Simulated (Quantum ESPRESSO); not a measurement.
The system is BAs.

```xyz
2
Lattice="2.9344 0.0000 0.0000 0.0000 2.9344 0.0000 0.0000 0.0000 2.9344" Properties=species:S:1:pos:R:3 pbc="T T T"
B     1.4672    1.4672    1.4672
As    0.0000    0.0000    0.0000
```

The cell was built by a generator and needn't be a form met in nature.

Base run:

| Item | Value |
| --- | --- |
| Program | Quantum ESPRESSO 7.5 |
| Functional | LDA |
| Potentials or basis | SG15 PBE 1.2 |
| Cutoff | 952 eV |
| Density cutoff | 3810 eV |
| k mesh | 9 × 9 × 9 |
| Occupations | fermi-dirac, width 0.05 eV |
| Spin | no spin polarisation |

Its results: band gap on the k mesh none (metal or under the smearing width); pressure -0.6 GPa.

Task: The run is repeated on the same cell with these changes: functional from LDA to AM05. What comes out?

Result: Band gap on the k mesh none (metal or under the smearing width); pressure -3.1 GPa.

Caveats: the potentials were made for another functional, which shifts forces and pressure.
